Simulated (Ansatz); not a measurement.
Crystal: TePb.

```xyz
2
Lattice="0.0000 3.2310 3.2310 3.2310 0.0000 3.2310 3.2310 3.2310 0.0000" Properties=species:S:1:pos:R:3 pbc="T T T"
Pb    0.0000    0.0000    0.0000
Te    3.2310    3.2310    3.2310
```

A run of Ansatz 0.2.0 on this cell left the log below. Logs are shortened: lines on timing, memory, paths and dates and some standing lists are left out, and cuts for length are marked.

```text
Warning: RAYON_NUM_THREADS=1 ignored (pool sized by the plan → 1); use --threads N
LAPW: plane waves up to 7.132 Å⁻¹, error target 1.0e-3 eV per atom; small_component_spin mean_spin; Te in spheres of 1.534 Å, 24 of its electrons in bands, Dirac shells []; Pb in spheres of 1.600 Å, 36 of its electrons in bands, Dirac shells [] (how accurate: hamiltonian.pseudopotentials.lapw.basis_error, Limitations)
Engine: ansatz 0.2.0, aarch64-unknown-linux-gnu
Pseudopotentials: kind: all_electron
Pseudopotential: Pb, LAPW, valence charge 36, lapw/all_electron/scalar/gaussian/Pb, Koelling and Harmon's equation, gaussian nucleus
Pseudopotential: Te, LAPW, valence charge 24, lapw/all_electron/scalar/gaussian/Te, Koelling and Harmon's equation, gaussian nucleus
Functional definition: PBE
  parameter kappa = 0.804
  parameter beta = 0.06672455060314922
  exchange = pbe_x(kappa = kappa, mu = beta*pi^2/3)
  correlation = pbe_c(beta = beta)
Crystal: 2 atoms, lattice volume = 67.459 Å³
Basis set: ecut = 193.8040402102721 eV, 411 PW (Γ), exchange–correlation at level 2
Bands: 36, of which v1, the nominal top of the filled ones, is band 30 counted from 1 (29 counted from 0)
Symmetry: 48 space group operations
k-points: 10 of 125
Non-local potential: Pb, projectors of the file, none
Non-local potential: Te, projectors of the file, none
[... 46 lines left out ...]
  E_band       = -3403.003190
  E_kinetic    = 850229.231166
  E_xc         = -15371.929327
  E_electrostatic = -1587809.060008  (all electrons and nuclei)
  E_smearing   = -0.000001  (= −TS)
  E_closure    = 0.000000  (closes the sum)
  E_atoms      = -752944.279139  (free atoms, spherical and without spin; not in F)
  Σ components = -752951.758171   (vs F -752951.758171, Δ=0.00e0)
  Basis errors (estimates in eV, not in F): energy 3.5e-4 per atom: plane waves 3.4e-4 (1.9e-4 summed), levels above the bands 7.1e-62, relativity 4.0e-8, radial functions 9.2e-6, core shells 2.1e-8; eigenvalues (radial functions only) 4.5e-7; not estimated: angular momenta, meshes, grids; target (lapw.basis_error) 1.0e-3; muffin-tin radii Te 1.534 Å, Pb 1.600 Å
--- Forces (eV/Å), atoms counted from 1 ---
  atom   1  Pb     0.00000000    -0.00000000     0.00000000
  atom   2  Te     0.00000000    -0.00000000    -0.00000000
  max |Σ_I F_I| component: 1.61e-30 eV/Å
--- Band table (eV; the first three rows and the last of 10) ---
  k-point 0: bands = ["-146.9688", "-127.5705", "-116.6007", "-116.5987", "-116.5987", "-116.5987", "-116.5972", "-116.5972", "-116.5972", "-97.0070", "-97.0070", "-97.0070", "-69.4125", "-69.4125", "-69.4125", "-24.3423", "-24.3423", "-24.3367", "-24.3367", "-24.3367", "-4.9144", "-4.9144", "-4.9057", "-4.9057", "-4.9057", "-0.2034", "6.2294", "10.4676", "10.4676", "10.4676", "15.8957", "15.8957", "15.8957", "17.6353", "17.6353", "17.6353"]
  k-point 1: bands = ["-146.9688", "-127.5705", "-116.6007", "-116.5987", "-116.5987", "-116.5987", "-116.5972", "-116.5972", "-116.5972", "-97.0070", "-97.0070", "-97.0070", "-69.4125", "-69.4125", "-69.4125", "-24.3422", "-24.3422", "-24.3366", "-24.3365", "-24.3365", "-4.9195", "-4.9195", "-4.9048", "-4.9002", "-4.9002", "0.1339", "5.2354", "10.5714", "10.5714", "10.9835", "14.3982", "14.6802", "14.6802", "17.5606", "18.3568", "18.3568"]
  k-point 2: bands = ["-146.9688", "-127.5705", "-116.6007", "-116.5987", "-116.5987", "-116.5987", "-116.5972", "-116.5972", "-116.5972", "-97.0070", "-97.0070", "-97.0070", "-69.4125", "-69.4125", "-69.4125", "-24.3421", "-24.3421", "-24.3365", "-24.3363", "-24.3363", "-4.9287", "-4.9287", "-4.9037", "-4.8903", "-4.8903", "0.9770", "3.6057", "10.8506", "10.8506", "11.6408", "12.8630", "13.3140", "13.3140", "19.1664", "20.2562", "20.2562"]
  k-point 9: bands = ["-146.9688", "-127.5705", "-116.6007", "-116.5987", "-116.5987", "-116.5987", "-116.5972", "-116.5972", "-116.5972", "-97.0070", "-97.0070", "-97.0070", "-69.4125", "-69.4125", "-69.4125", "-24.3424", "-24.3420", "-24.3365", "-24.3362", "-24.3359", "-4.9552", "-4.9170", "-4.9033", "-4.8925", "-4.8828", "1.4681", "3.8505", "8.4137", "8.4180", "11.1245", "13.7432", "16.5144", "16.6903", "17.9988", "19.4760", "22.0067"]
--- Phonons: 2 displaced members + reference (amplitude 0.01 Å, Σ member SCF iterations 11) ---
  symmetry images taken by strict's conditions (phonons.symmetry_images: auto; settled by no image being taken that strict refuses)
  ASR residual: 1.146e-3 → 0.000e0 eV/Å²; symmetrization residual: 2.868e-4 eV/Å²
  largest component of a force at the reference: 9.5e-31 eV/Å
  ASR residual per site (eV/Å²): 1.15e-3 2.14e-5
  Γ frequencies (cm⁻¹): 0.00 0.00 0.00 34.24 34.24 34.24
  density of states and harmonic sums: on the 17×17×17 q-mesh, interpolated from the force constants of a 1×1×1 supercell (no non-analytic term)
  largest difference from the sums on the solved wave vectors: F 9.95e-1 eV, S 1.25e-3 and C_V 2.58e-4 eV/K
  zero-point energy: 0.008718 eV/cell   skipped modes (ω ≤ 0): 3   left out of the sums: 1.02e-4 of the cell's modes: C_V's classical limit lies that fraction below 3 k_B per atom; for a crystal, a wire or a layer, F and S can be off by more, and a phonons.interpolated_qmesh denser along its periods is the remedy for the sampling
```

Write the input and the command behind it.

Phonons with PBE, no spin polarisation. The files as run (others can give the same):

input.yaml
```yaml
crystal:
  lattice:
    - [0.0, 3.231, 3.231]
    - [3.231, 0.0, 3.231]
    - [3.231, 3.231, 0.0]
  atoms:
    - { symbol: Pb, position: [0.0, 0.0, 0.0] }
    - { symbol: Te, position: [0.5, 0.5, 0.5] }
kpoints:
  mp_grid: { grid: [5, 5, 5] }
scf:
  occupations: { method: fermi_dirac, width: 0.05 }
hamiltonian:
  xc: pbe
  pseudopotentials: { kind: all_electron, lapw: { basis_error: 0.001 } }
output: {}
phonons:
  method: fd
  supercell: [1, 1, 1]
```

Potentials or basis: all-electron LAPW, scalar-relativistic.
Run with:
```sh
$ ansatz run input.yaml --threads 1 --pin off --max-ram 3072MiB --backend cpu --events-out ev --progress --plain --runs-dir out
```

Caveat: this odd mesh misses L, where the gap lies, so gap, dielectric constants and Born charges aren't listed.
